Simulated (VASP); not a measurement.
# InSb (Fm-3m) in VASP: further runs

Aim: see how the results for InSb move with the level of theory and the settings. Levels: r2SCAN, r2SCAN+rVV10. Tasks: relaxation of cell and atoms.

Everything below comes from runs of VASP 6.6.1. Logs are shortened: lines on timing, memory, paths and dates and some standing lists are left out, and cuts for length are marked.

## Step 1: Starting point

The structure is cubic, space group Fm-3m (No. 225). Conventional cell: a = 6.147 Å, b = 6.147 Å, c = 6.147 Å, α = 90.00°, β = 90.00°, γ = 90.00°. Around In (site symmetry m-3m) lie 6 Sb at 3.07 Å. Around Sb (site symmetry m-3m) lie 6 In at 3.07 Å.

Measurements of this composition are mostly on another form, of space group No. 216.

## Step 2: Relaxation of cell and atoms, r2SCAN

The input, INCAR:

```
PREC     = Accurate       # precision mode
ENCUT    = 600            # plane-wave cutoff, eV
EDIFF    = 1E-7           # SCF threshold, eV
ISMEAR   = 0              # smearing method
SIGMA    = 0.1            # smearing width, eV
LREAL    = False          # projectors in reciprocal space
LASPH    = True           # aspherical terms in the spheres
NELM     = 60             # most SCF steps
ALGO     = Normal         # electronic algorithm
ISIF     = 3              # what is computed and relaxed
LWAVE    = False          # write WAVECAR
LCHARG   = False          # write CHGCAR
METAGGA  = R2SCAN         # meta-GGA
LMIXTAU  = True         
IBRION   = 2              # ionic algorithm
NSW      = 90             # ionic steps
EDIFFG   = -0.005         # ionic threshold
```

The input, KPOINTS:

```
regular mesh
0
Gamma
  12 12 12
```

The input, POSCAR:

```
InSb
1.0
    0.0000000000      3.0735130000      3.0735130000
    3.0735130000      0.0000000000      3.0735130000
    3.0735130000      3.0735130000      0.0000000000
In Sb
1 1
Direct
    0.0000000000      0.0000000000      0.0000000000
    0.5000000000      0.5000000000      0.5000000000
```

Potentials or basis: VASP PAW PBE potentials, release 64 (In_d, Sb).

The run is started by

```
$ cat potpaw_PBE.64/In_d/POTCAR potpaw_PBE.64/Sb/POTCAR > POTCAR
$ mpirun -np 1 vasp_std > vasp.out
```

OUTCAR:

```text
PREC = Accurate
   ENCUT = 600
   EDIFF = 1E-7
   ISMEAR = 0
   LREAL = False
   LASPH = True
   NELM = 60
   ISIF = 3
   METAGGA = R2SCAN
   IBRION = 2
   NSW = 90
   EDIFFG = -0.005

 ion  position               nearest neighbor table
   1  0.000  0.000  0.000-   2 3.07   2 3.07   2 3.07   2 3.07   2 3.07   2 3.07
   2  0.500  0.500  0.500-   1 3.07   1 3.07   1 3.07   1 3.07   1 3.07   1 3.07

  LATTYP: Found a face centered cubic cell.
 ALAT       =     6.1470260000

  Lattice vectors:

 A1 = (   0.0000000000,   3.0735130000,   3.0735130000)
 A2 = (   3.0735130000,   0.0000000000,   3.0735130000)
 A3 = (   3.0735130000,   3.0735130000,   0.0000000000)

Analysis of symmetry for initial positions (statically):
=====================================================================
 Subroutine PRICEL returns:
 Original cell was already a primitive cell.

 Routine SETGRP: Setting up the symmetry group for a
 face centered cubic supercell.

 Subroutine GETGRP returns: Found 48 space group operations
 (whereof 48 operations were pure point group operations)
 out of a pool of 48 trial point group operations.

The static configuration has the point symmetry O_h .

Analysis of symmetry for dynamics (positions and initial velocities):
=====================================================================
 Subroutine PRICEL returns:
 Original cell was already a primitive cell.

 Routine SETGRP: Setting up the symmetry group for a
 face centered cubic supercell.

 Subroutine GETGRP returns: Found 48 space group operations
 (whereof 48 operations were pure point group operations)
 out of a pool of 48 trial point group operations.

The dynamic configuration has the point symmetry O_h .

 Subroutine INISYM returns: Found 48 space group operations
 (whereof 48 operations are pure point group operations),
 and found     1 'primitive' translations

----------------------------------------------------------------------------------------

                                     Primitive cell

  volume of cell :      58.0678

  direct lattice vectors                    reciprocal lattice vectors
     0.000000000  3.073513000  3.073513000    -0.162680295  0.162680295  0.162680295
     3.073513000  0.000000000  3.073513000     0.162680295 -0.162680295  0.162680295
     3.073513000  3.073513000  0.000000000     0.162680295  0.162680295 -0.162680295

  length of vectors
     4.346603769  4.346603769  4.346603769     0.281770535  0.281770535  0.281770535

  position of ions in fractional coordinates (direct lattice)
     0.000000000  0.000000000  0.000000000
     0.500000000  0.500000000  0.500000000

  ion indices of the primitive-cell ions
   primitive index   ion index
                 1           1
                 2           2

----------------------------------------------------------------------------------------

 KPOINTS: regular mesh

Automatic generation of k-mesh.
 Grid dimensions read from file:
 generate k-points for:   12   12   12

 Generating k-lattice:

  Cartesian coordinates                     Fractional coordinates (reciprocal lattice)
    -0.013556691  0.013556691  0.013556691     0.083333333  0.000000000  0.000000000
     0.013556691 -0.013556691  0.013556691     0.000000000  0.083333333  0.000000000
     0.013556691  0.013556691 -0.013556691     0.000000000  0.000000000  0.083333333

  Length of vectors
     0.023480878  0.023480878  0.023480878

  Shift w.r.t. Gamma in fractional coordinates (k-lattice)
     0.000000000  0.000000000  0.000000000

 Subroutine IBZKPT returns following result:
 ===========================================

 Found     72 irreducible k-points:

 Following reciprocal coordinates:
            Coordinates               Weight
  0.000000  0.000000  0.000000      1.000000
  0.083333  0.000000  0.000000      8.000000
  0.166667  0.000000  0.000000      8.000000
  0.250000  0.000000  0.000000      8.000000
  0.333333  0.000000  0.000000      8.000000
  0.416667  0.000000  0.000000      8.000000
[... 16 lines left out ...]
  0.500000  0.166667  0.000000     24.000000
 -0.416667  0.166667  0.000000     24.000000
 [... further k-points ...]
   k-points           NKPTS =     72   k-points in BZ     NKDIM =     72   number of bands    NBANDS=     13
   number of dos      NEDOS =    301   number of ions     NIONS =      2
   total plane-waves  NPLWV =  46656
   dimension x,y,z NGX =    36 NGY =   36 NGZ =   36
   dimension x,y,z NGXF=    72 NGYF=   72 NGZF=   72
   ions per type =               1   1
   NGX,Y,Z   is equivalent  to a cutoff of  13.77, 13.77, 13.77 a.u.
   NGXF,Y,Z  is equivalent  to a cutoff of  27.54, 27.54, 27.54 a.u.
 SYSTEM =  unknown system
   PREC   = accura    normal or accurate (medium, high low for compatibility)
   ISTART =      0    job   : 0-new  1-cont  2-samecut
   ICHARG =      2    charge: 1-file 2-atom 10-const
   ISPIN  =      1    spin polarized calculation?
   LNONCOLLINEAR =      F non collinear calculations
   LSORBIT =      F    spin-orbit coupling
   LASPH  =      T    aspherical Exc in radial PAW
   ENCUT  =  600.0 eV  44.10 Ry    6.64 a.u.   8.68  8.68  8.68*2*pi/ulx,y,z
   NELM   =     60;   NELMIN=  2; NELMDL= -5     # of ELM steps
   EDIFF  = 0.1E-06   stopping-criterion for ELM
   LREAL  =      F    real-space projection
   EDIFFG = -.5E-02   stopping-criterion for IOM
   NSW    =     90    number of steps for IOM
   IBRION =      2    ionic relax: 0-MD 1-quasi-New 2-CG
   NFREE  =      1    steps in history (QN), initial steepest desc. (CG)
   ISIF   =      3    stress and relaxation
   ISYM   =      2    0-nonsym 1-usesym 2-fastsym
   POTIM  = 0.5000    time-step for ionic-motion
   TEBEG  =    0.0;   TEEND  =   0.0 temperature during run
   PSTRESS=    0.0 pullay stress
   NELECT =      18.0000    total number of electrons
   NUPDOWN=      -1.0000    fix difference up-down
   EMIN   =  10.00;   EMAX   =-10.00  energy-range for DOS
   EFERMI =   0.00;   METHOD = LEGACY
   ISMEAR =     0;   SIGMA  =   0.10  broadening in eV -4-tet -1-fermi 0-gaus
   EFERMI_NEDOS =   21; number of points for ismear=-14 and -15
   IALGO  =     38    algorithm
   IMIX   =      4    mixing-type and parameters
     AMIX     =   0.40;   BMIX     =  1.00
     AMIX_MAG =   1.60;   BMIX_MAG =  1.00
  volume/ion in A,a.u.               =      29.03       195.93
  Fermi-wavevector in a.u.,A,eV,Ry     =   1.107951  2.093724 16.701910  1.227556
  Thomas-Fermi vector in A             =   2.244472
   LORBIT       =      0    0 simple, 1 ext, 2 COOP (PROOUT), +10 PAW based schemes
   METAGGA = R2SCAN    functional components
   LHFCALC =     F    Hartree Fock is set to
   AEXX    =    0.0000 exact exchange contribution
   IVDW    =     0    specifies the selected vdW correction
   LEPSILON=     F    determine dielectric tensor
   LRPA    =     F    only Hartree local field effects (RPA)
 conjugate gradient relaxation of ions
 non-spin polarized calculation
 Gauss-broadening in eV      SIGMA  =   0.10
  energy-cutoff  :      600.00
  volume of cell :       58.07
 maximum number of plane-waves:      1964
   NGX = 17   NGY = 17   NGZ = 17

--------------------------------------- Ionic step        1  -------------------------------------------

 number of electron      17.9999998 magnetization

 Free energy of the ion-electron system (eV)
  ---------------------------------------------------
  ext. energy  EPLUGINS =         0.00000000
  ---------------------------------------------------
  free energy    TOTEN  =       -48.36905543 eV

  energy without entropy =      -48.35980604  energy(sigma->0) =      -48.36443074

------------------------ aborting loop because EDIFF is reached ----------------------------------------

  FORCE on cell =-STRESS in cart. coord.  units (eV):
  Direction    XX          YY          ZZ          XY          YZ          ZX
  --------------------------------------------------------------------------------------
  -------------------------------------------------------------------------------------
  Total       -0.4972538     -0.4972538     -0.4972538      0.0000000     -0.0000000      0.0000000
  in kB      -13.7199830    -13.7199830    -13.7199830      0.0000000     -0.0000000      0.0000000
  external PRESSURE =     -13.7199830 kB  Pullay stress =       0.0000000 kB

 VOLUME and BASIS-vectors are now :
 -----------------------------------------------------------------------------
  energy-cutoff  :      600.00
  volume of cell :       58.07
      direct lattice vectors                 reciprocal lattice vectors
     0.000000000  3.073513000  3.073513000    -0.162680295  0.162680295  0.162680295
     3.073513000  0.000000000  3.073513000     0.162680295 -0.162680295  0.162680295
     3.073513000  3.073513000  0.000000000     0.162680295  0.162680295 -0.162680295
[... 37 lines left out ...]
 POSITION                                       TOTAL-FORCE (eV/Angst)
 -----------------------------------------------------------------------------------
      3.03665     -0.00000      3.03665        -0.000000     -0.000000     -0.000000
      3.03665      3.03665      3.03665         0.000000      0.000000      0.000000
 -----------------------------------------------------------------------------------
    total drift:                                0.000000      0.000000      0.000000

  FREE ENERGIE OF THE ION-ELECTRON SYSTEM (eV)
  ---------------------------------------------------
  free  energy   TOTEN  =       -48.3750651419 eV

  energy  without entropy=      -48.3661976289  energy(sigma->0) =      -48.37063139

--------------------------------------- Ionic step        3  -------------------------------------------

 number of electron      18.0000003 magnetization

 Free energy of the ion-electron system (eV)
  ---------------------------------------------------
  ext. energy  EPLUGINS =         0.00000000
  ---------------------------------------------------
  free energy    TOTEN  =       -48.37588232 eV

  energy without entropy =      -48.36689864  energy(sigma->0) =      -48.37139048

 E-fermi :   6.7464     XC(G=0): -10.4187

 val. band max:        6.7389257811   @ k =   0.5000   0.3333   0.0833
 cond. band min:       6.7670915081   @ k =  -0.2500   0.2500   0.0000
 fundamental gap:      0.0281657269
 Fermi energy:         6.7463988122

 k-point     1 :       0.0000    0.0000    0.0000
  band No.  band energies     occupation
      1      -8.2271      2.00000
      2      -8.2271      2.00000
      3      -8.1852      2.00000
      4      -8.1852      2.00000
      5      -8.1852      2.00000
      6      -4.7539      2.00000
      7       6.6661      1.74365
      8       6.6661      1.74365
      9       6.6661      1.74363
     10       6.8595      0.10965
     11      13.3162      0.00000
     12      13.3162      0.00000
     13      13.3162      0.00000

 k-point     2 :       0.0833    0.0000    0.0000
  band No.  band energies     occupation
      1      -8.2292      2.00000
      2      -8.2292      2.00000
      3      -8.1852      2.00000
      4      -8.1835      2.00000
      5      -8.1835      2.00000
      6      -4.6742      2.00000
      7       5.3938      2.00000
      8       6.6764      1.67767
      9       6.6764      1.67764
     10       7.9698      0.00000
     11      12.7072      0.00000
[... 339 lines left out ...]
 k-point    24 :      -0.4167    0.1667    0.0000
  band No.  band energies     occupation
      1      -8.2858      2.00000
      2      -8.2565      2.00000
      3      -8.1809      2.00000
      4      -8.1611      2.00000
      5      -8.1531      2.00000
      6      -2.5833      2.00000
      7       0.4010      2.00000
      8       4.8969      2.00000
      9       6.3787      2.00000
     10       8.0420      0.00000
     11      10.5357      0.00000
     12      11.1351      0.00000
     13      13.3067      0.00000

 [... further k-points ...]

------------------------ aborting loop because EDIFF is reached ----------------------------------------

  FORCE on cell =-STRESS in cart. coord.  units (eV):
  Direction    XX          YY          ZZ          XY          YZ          ZX
  --------------------------------------------------------------------------------------
  -------------------------------------------------------------------------------------
  Total        0.0016941      0.0016941      0.0016941     -0.0000000      0.0000000      0.0000000
  in kB        0.0480243      0.0480243      0.0480243     -0.0000000      0.0000000      0.0000000
  external PRESSURE =       0.0480243 kB  Pullay stress =       0.0000000 kB

 VOLUME and BASIS-vectors are now :
 -----------------------------------------------------------------------------
  energy-cutoff  :      600.00
  volume of cell :       56.52
      direct lattice vectors                 reciprocal lattice vectors
     0.000000000  3.045942412  3.045942412    -0.164152808  0.164152808  0.164152808
     3.045942412 -0.000000000  3.045942412     0.164152808 -0.164152808  0.164152808
     3.045942412  3.045942412 -0.000000000     0.164152808  0.164152808 -0.164152808

 POSITION                                       TOTAL-FORCE (eV/Angst)
 -----------------------------------------------------------------------------------
      0.00000      0.00000      0.00000         0.000000     -0.000000     -0.000000
      3.04594      3.04594      3.04594        -0.000000      0.000000      0.000000
 -----------------------------------------------------------------------------------
    total drift:                               -0.000000      0.000000      0.000000

  FREE ENERGIE OF THE ION-ELECTRON SYSTEM (eV)
  ---------------------------------------------------
  free  energy   TOTEN  =       -48.3758823205 eV

  energy  without entropy=      -48.3668986414  energy(sigma->0) =      -48.37139048

 reached required accuracy - stopping structural energy minimisation
```

It took 7.6 min on 1 thread of Intel Xeon 6975P-C (Granite Rapids), shared host; peak memory 0.28 GiB.

What came out:

* Free energy: -48.3759 eV
* Relaxed volume: 28.26 Å³/atom
* Relaxed cell: a = 4.308 Å, b = 4.308 Å, c = 4.308 Å, α = 60.00°, β = 60.00°, γ = 60.00°
* Space group after relaxing (to 0.05 Å): Fm-3m (No. 225)
* Energy gained by relaxing: 3.4 meV/atom
* Ionic steps: 3
* Pressure after relaxing: 0.0 GPa
* Band gap on the k mesh: none (metal or under the smearing width)

Step by step:
```
step  energy change (eV)  largest force (eV/Å)  pressure (GPa)  volume (Å³)
   1              0.0000                0.0000           -1.37        58.07
   2             -0.0060                0.0000            0.52        56.00
   3             -0.0068                0.0000            0.00        56.52
```

Final structure:
```xyz
2
Lattice="0.0000 3.0459 3.0459 3.0459 0.0000 3.0459 3.0459 3.0459 0.0000" Properties=species:S:1:pos:R:3 pbc="T T T"
In    0.0000    0.0000    0.0000
Sb    3.0459    3.0459    3.0459
```

Caveat: the PAW data sets were made with another functional, which shifts forces and pressure a little.

## Step 3: Relaxation of cell and atoms, r2SCAN+rVV10

Changes to INCAR since step 2:

```diff
@@ -14,2 +14,6 @@
 LMIXTAU  = True         
+LUSE_VDW = True         
+IVDW_NL  = 2            
+BPARAM   = 11.95        
+CPARAM   = 0.0093       
 IBRION   = 2              # ionic algorithm
```

KPOINTS is that of step 2.

POSCAR is that of step 2.

Potentials or basis: VASP PAW PBE potentials, release 64 (In_d, Sb).

The run is started by

```
$ cat potpaw_PBE.64/In_d/POTCAR potpaw_PBE.64/Sb/POTCAR > POTCAR
$ mpirun -np 1 vasp_std > vasp.out
```

Run time: 11 min. Hardware: 1 thread of Intel Xeon 6975P-C (Granite Rapids), shared host; peak memory 0.44 GiB.

The run converged. Its results:

```
Free energy                            : -47.8703 eV
Relaxed volume                         : 27.89 Å³/atom
Relaxed cell                           : a = 4.289 Å, b = 4.289 Å, c = 4.289 Å, α = 60.00°, β = 60.00°, γ = 60.00°
Space group after relaxing (to 0.05 Å) : Fm-3m (No. 225)
Energy gained by relaxing              : 7.8 meV/atom
Ionic steps                            : 4
Pressure after relaxing                : 0.0 GPa
Band gap on the k mesh                 : none (metal or under the smearing width)
```

The path:
| step | energy change (eV) | largest force (eV/Å) | pressure (GPa) | volume (Å³) |
| --- | --- | --- | --- | --- |
| 1 | 0.0000 | 0.0000 | -2.22 | 58.07 |
| 2 | -0.0120 | 0.0000 | 1.13 | 54.76 |
| 3 | -0.0155 | 0.0000 | -0.04 | 55.82 |
| 4 | -0.0155 | 0.0000 | 0.01 | 55.78 |

Final structure:
```
In Sb
1.0
     0.00000    3.03262    3.03262
     3.03262    0.00000    3.03262
     3.03262    3.03262    0.00000
In Sb
1 1
Direct
  0.00000 0.00000 0.00000
  0.50000 0.50000 0.50000
```

Levels at points of the mesh, in eV from the Fermi level:
| k point | band 6 | band 7 | band 8 | band 9 | band 10 | band 11 | band 12 | band 13 |
| --- | --- | --- | --- | --- | --- | --- | --- | --- |
| (0.00, 0.00, 0.00) | -11.60 | -0.08 | -0.08 | -0.08 | 0.23 | 6.59 | 6.60 | 6.61 |
| (0.50, 0.00, 0.00) | -9.59 | -6.77 | 0.36 | 0.36 | 2.66 | 2.66 | 2.66 | 3.78 |
| (0.50, 0.50, 0.00) | -8.77 | -4.77 | -3.24 | -2.32 | -2.32 | 3.53 | 9.09 | 9.09 |

Caveat: the PAW data sets were made with another functional, which shifts forces and pressure a little.
